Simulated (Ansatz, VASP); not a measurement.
## One calculation of CoH, two programs

```
Co H
1.0
     0.00000    1.86721    1.86721
     1.86721    0.00000    1.86721
     1.86721    1.86721    0.00000
Co H
1 1
Direct
  0.00000 0.00000 0.00000
  0.50000 0.50000 0.50000
```

The cell comes from a database or a generator and needn't be the stable form of this composition.

Alike in both runs: task single point; functional PBEsol; k mesh 11 × 11 × 11; occupations fermi-dirac, width 0.1 eV; collinear spin.

```csv
,VASP,Ansatz
version,VASP 6.6.1,Ansatz 0.2.0
potentials or method,"VASP PAW PBE potentials, release 64 (Co, H)","plane waves, PAW"
plane-wave cutoff (eV),520,500
valence electrons in the cell,10,18
```

```csv
,VASP,Ansatz,Ansatz less VASP
pressure (GPa),-14.0,-13.6,+0.36
net moment per atom (μB),0.60,0.61,+0.005
size of the moment on the site where the two differ most (μB),1.24,1.20,-0.036
```

Site moments also hang on the region over which each program counts them. The functional is the same, so the differences come from potentials, cutoffs and numerics. The two sets of potentials don't hold the same shells in valence.

Caveats: the PAW data sets were made with another functional, which shifts forces and pressure a little (VASP).
